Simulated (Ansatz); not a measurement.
## 5 guesses for Al₂Cu and where they end

Computed with DFT PBE, scalar-relativistic, plane waves, PAW in Ansatz. Settings: cutoff 420 eV, Γ-centred meshes spaced at most about 0.3 Å⁻¹, and about 0.25 Å⁻¹ or finer for metals (2π included), Gaussian smearing. No spin polarisation in the final relaxations.

Each guess was relaxed in cell and atoms at zero pressure, within the symmetry of its start. All energies are static (0 K, no zero-point motion). Coordination counts all near atoms (those within 1.25 times the shortest distance at each site; a plus sign parts nearer from farther groups). For orderings, «n of Z unlike» gives the unlike atoms among the Z nearest shared sites at the start, averaged over those sites.

| guess | made from | start group | V start (Å³/atom) | end group | V end (Å³/atom) | coordination at the end | gap on mesh (eV) | E over the lowest end (meV/atom) |
| --- | --- | --- | --- | --- | --- | --- | --- | --- |
| 1 | Al/Cu on fcc sites, 4.0 of 12 unlike | P-3m1 | 14.7 | P-3m1 | 14.8 | Al 12, Cu 6+6 | 0 | 0 |
| 2 | Al/Cu on bcc sites, 2.7 of 8 unlike | Fmmm | 14.7 | I4/mmm | 14.7 | Al 12, Cu 12 | 0 | 9 |
| 3 | Al/Cu on bcc sites, 4.0 of 8 unlike | P-3m1 | 14.7 | P-3m1 | 15.3 | Al 3+8, Cu 6+2 | 0 | 134 |
| 4 | Al/Cu on hcp sites, 2.0 of 12 unlike | P-3m1 | 14.7 | P-3m1 | 14.8 | Al 12, Cu 12 | 0 | 94 |
| 5 | Al/Cu on hcp sites, 4.0 of 12 unlike | P-6m2 | 14.7 | ? | ? | ? | ? | ? |

Guess 5 as it starts:

```cif
data_structure
_symmetry_space_group_name_H-M 'P-6m2'
_symmetry_Int_Tables_number 187
_cell_length_a 2.7637
_cell_length_b 2.7637
_cell_length_c 13.3083
_cell_angle_alpha 90.000
_cell_angle_beta 90.000
_cell_angle_gamma 120.000
_cell_volume 88.03
loop_
_atom_site_label
_atom_site_type_symbol
_atom_site_symmetry_multiplicity
_atom_site_Wyckoff_symbol
_atom_site_fract_x
_atom_site_fract_y
_atom_site_fract_z
_atom_site_occupancy
Al1 Al 1 a 0.00000 0.00000 0.00000 1
Al2 Al 2 h 0.33333 0.66667 0.83333 1
Al3 Al 1 d 0.33333 0.66667 0.50000 1
Cu1 Cu 2 g 0.00000 0.00000 0.66667 1
```

Q: Predict the end of this guess and its energy over the lowest end.

A: It ends in Al and Cu ordered on hcp sites, space group P-6m2 (No. 187), with a = 2.795 Å, c = 13.050 Å, 14.7 Å³/atom and no gap. It lies 45 meV/atom over the lowest end, above guess 2 and below guess 4. Counting all near atoms, this end has Al 12, Cu 12 and the lowest (guess 1) has Al 12, Cu 6+6.

```cif
data_structure
_symmetry_space_group_name_H-M 'P-6m2'
_symmetry_Int_Tables_number 187
_cell_length_a 2.7952
_cell_length_b 2.7952
_cell_length_c 13.0496
_cell_angle_alpha 90.000
_cell_angle_beta 90.000
_cell_angle_gamma 120.000
_cell_volume 88.30
loop_
_atom_site_label
_atom_site_type_symbol
_atom_site_symmetry_multiplicity
_atom_site_Wyckoff_symbol
_atom_site_fract_x
_atom_site_fract_y
_atom_site_fract_z
_atom_site_occupancy
Al1 Al 1 a 0.00000 0.00000 0.00000 1
Al2 Al 2 h 0.33333 0.66667 0.81476 1
Al3 Al 1 d 0.33333 0.66667 0.50000 1
Cu1 Cu 2 g 0.00000 0.00000 0.65546 1
```

Energies over the elements count from the elements' standard structures at the same level, with no fitted energy shifts.

Q: Is the lowest end bound against the elements?

A: Yes: its formation energy is −0.10 eV/atom. A negative formation energy is needed for stability but isn't enough: competing phases decide.

For metals, differences of a few meV/atom aren't resolved. Cells relaxed within their symmetry can be saddle points. The part of the Crystallography Open Database at hand lists Al2Cu in space group No. 140, which no cell shown has. Some types were kept out of the candidates beforehand, so the set may lack a known form.
